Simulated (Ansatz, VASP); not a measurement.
CdSe in VASP and in Ansatz

Contents of INCAR:

```
SYSTEM = CdSe
PREC     = Accurate       ! precision mode
ENCUT    = 520            ! plane-wave cutoff, eV
EDIFF    = 1E-6           ! SCF threshold, eV
ISMEAR   = 0              ! smearing method
SIGMA    = 0.02           ! smearing width, eV
LREAL    = .FALSE.        ! projectors in reciprocal space
LASPH    = .TRUE.         ! aspherical terms in the spheres
NELM     = 100            ! most SCF steps
ALGO     = Normal         ! electronic algorithm
ISIF     = 2              ! what is computed and relaxed
LWAVE    = .FALSE.        ! write WAVECAR
LCHARG   = .TRUE.         ! write CHGCAR
GGA      = PE             ! functional
LELF     = .TRUE.         ! ELF
LVHAR    = .TRUE.       
NBANDS   = 16             ! bands
```

The input KPOINTS:

```
Automatic mesh
0
G
  10 10 10
  0 0 0
```

Contents of POSCAR:

```
CdSe
1.0
    0.0000000000      3.0025252714      3.0025252714
    3.0025252714      0.0000000000      3.0025252714
    3.0025252714      3.0025252714      0.0000000000
Cd Se
1 1
Direct
    0.0000000000      0.0000000000      0.0000000000
    0.7500000000      0.7500000000      0.7500000000
```

Input for Ansatz:

```yaml
crystal:
  lattice:
    - [0.0, 3.0025252714, 3.0025252714]
    - [3.0025252714, 0.0, 3.0025252714]
    - [3.0025252714, 3.0025252714, 0.0]
  atoms:
    - { symbol: Cd, position: [0.0, 0.0, 0.0] }
    - { symbol: Se, position: [0.75, 0.75, 0.75] }
basis:
  ecutwfc: 420
kpoints:
  mp_grid: { grid: [10, 10, 10] }
hamiltonian:
  xc: pbe
scf:
  occupations: { method: gaussian, width: 0.02 }
output:
  forces: true
  stress: true
  eigenvalues: true
```

Alike in both runs: task single point; functional PBE; k mesh 10 × 10 × 10; occupations gaussian, width 0.02 eV; no spin polarisation.

```csv
,VASP,Ansatz
version,VASP 6.6.1,Ansatz 0.2.0
potentials or method,"VASP PAW PBE potentials, release 64 (Cd, Se)","scalar-relativistic, plane waves, PAW"
plane-wave cutoff (eV),520,420
valence electrons in the cell,18,36
```

```csv
,VASP,Ansatz,Ansatz less VASP
gap on the k mesh at the Fermi level (eV),0.69,0.69,-0.001
least direct gap on the mesh (eV),0.69,0.69,-0.001
pressure (GPa),5.6,5.2,-0.40
```

The two sets of potentials don't hold the same shells in valence.

As with any semilocal functional, this PBE gap is likely too small.
